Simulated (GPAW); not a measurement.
Crystal: SnTe.

```xyz
2
Lattice="0.0000 3.1509 3.1509 3.1509 0.0000 3.1509 3.1509 3.1509 0.0000" Properties=species:S:1:pos:R:3 pbc="T T T"
Te    3.1509    3.1509    3.1509
Sn    0.0000    0.0000    0.0000
```

Base run:

```yaml
Program: GPAW 26.7.0
Functional: LDA
Potentials_or_basis: the program's PAW data sets (release 1.2.1) made for this functional
Cutoff: 450 eV
Basis: pw
k_mesh: 6 × 6 × 6
Occupations: fermi-dirac, width 0.05 eV
Spin: no spin polarisation
```

Its results: band gap on the k mesh 0.11 eV, direct; pressure -2.6 GPa.

**Question.** The run is repeated on the same cell with these changes: functional from LDA to PBE; potentials or basis from the program's PAW data sets (release 1.2.1) made for this functional to GPAW PAW data sets (gpaw-data 1.2.1). What comes out?

**Answer.** Band gap on the k mesh 0.11 eV, direct; pressure 1.2 GPa.

Caveats: the cutoff is short for stress and forces, so pressures can be off by a GPa or more; spin-orbit coupling is left out, which moves the levels of the heavy elements.

A k mesh can miss the band edges.
